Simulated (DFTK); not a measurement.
# BaTe under changes of volume

One of the cells (39.652 Å³/atom); the others are scaled copies at fixed shape and fractional positions:

```xyz
2
Lattice="0.0000 3.4100 3.4100 3.4100 0.0000 3.4100 3.4100 3.4100 0.0000" Properties=species:S:1:pos:R:3 pbc="T T T"
Ba    0.0000    0.0000    0.0000
Te    3.4100    3.4100    3.4100
```

```yaml
Program: DFTK 0.8.2
Functional: PBEsol
Potentials_or_basis: dojo.nc.sr.pbesol.v0_4_1.standard.upf (PBEsol)
Cutoff: 1088 eV
k_mesh: 7 × 7 × 7
Occupations: fermi-dirac, width 0.05 eV
Spin: no spin polarisation
```

```csv
volume (Å³/atom),energy over the lowest point (meV/atom),pressure (GPa),gap on the mesh (eV)
37.273,66.89,5.0,1.17
38.066,?,?,?
38.859,27.64,3.0,1.28
39.652,15.02,2.1,1.34
40.445,6.47,1.3,1.38
41.238,1.58,0.6,1.43
42.031,0.00,0.0,1.47
```

Problem. What does the run at 38.066 Å³/atom give?

Solution. Energy over the lowest point 44.76 meV/atom; pressure 3.9 GPa; gap on the mesh 1.23 eV.

Worked out: A Birch-Murnaghan fit of order 3 (a polynomial in V^(-2/3)) to the other rows has its minimum at 42.04 Å³/atom, just outside them, with B0 = V·E''(V) = 32 GPa and B' = 4.4. It gives 44.76 meV/atom at 38.066 Å³/atom, against the run's 44.76, and -dE/dV = 3.9 GPa, against 3.9. A parabola through the other rows of the gap, of slope 2.73 eV per unit of ln V there, gives 1.23 eV, against the run's 1.23.

Energies are extrapolated to zero smearing.

Caveats: the minimum lies outside the volumes run; this release of the barium file is off; spin-orbit coupling is left out, which moves the levels of the heavy elements; an odd mesh through Γ misses points on the zone boundary, where band edges often lie.
